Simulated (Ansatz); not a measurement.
Ionic part of the dielectric constant of CdIn$_{2}$O$_{4}$, mode by mode

Theory: DFT PBE, scalar-relativistic, plane waves, PAW in Ansatz 0.2.0. Settings: 420 eV plane-wave cutoff, Γ-centred 6×6×6 mesh, fixed occupations. No spin polarisation. Phonons by linear response, acoustic sum rule imposed.

Space group Fd-3m (No. 227), cubic, a = 9.316 Å. Cd is surrounded by 4 O at 2.23 Å; around In lie 6 O at 2.21 Å; around O lie 3 In at 2.21 Å and 1 Cd at 2.23 Å.

The cell has the spinel type, in a space group that the part of the Crystallography Open Database at hand lists for this formula; it was reached from a generator's guess. The run warned that its linear response isn't converged on this k mesh, so dielectric tensors, Born charges and infrared intensities are rough, and the frequencies may be too.

The primitive cell has V = 202.14 Å³ and ε∞,zz = 5.126. Each polar mode adds Δε = (4.92064×10⁷/V)·S/ν² along z, with S its oscillator strength in e²/amu, ν in cm⁻¹ and V in Å³.

Question: From these modes, find each Δε and ε0,zz.
```json
{"ν (cm⁻¹)": "108.54", "S_zz (e²/amu)": "0.03503"}
{"ν (cm⁻¹)": "221.15", "S_zz (e²/amu)": "0.07417"}
{"ν (cm⁻¹)": "330.81", "S_zz (e²/amu)": "2.37"}
{"ν (cm⁻¹)": "443.21", "S_zz (e²/amu)": "0.399"}
```

Answer:
```
ν (cm⁻¹)    Δε
  108.54  0.72
  221.15  0.37
  330.81  5.27
  443.21  0.49
```

The sum is 6.85, so ε0,zz = 11.98; the run's tensor has 11.98.

Question: Where do the longitudinal modes lie for a wave vector along z?

Answer: At 111.74, 223.81, 415.95, 517.35 cm⁻¹. The Lyddane–Sachs–Teller product Π(ν_LO/ν_TO)² = 2.34 agrees with ε0/ε∞ = 2.34.
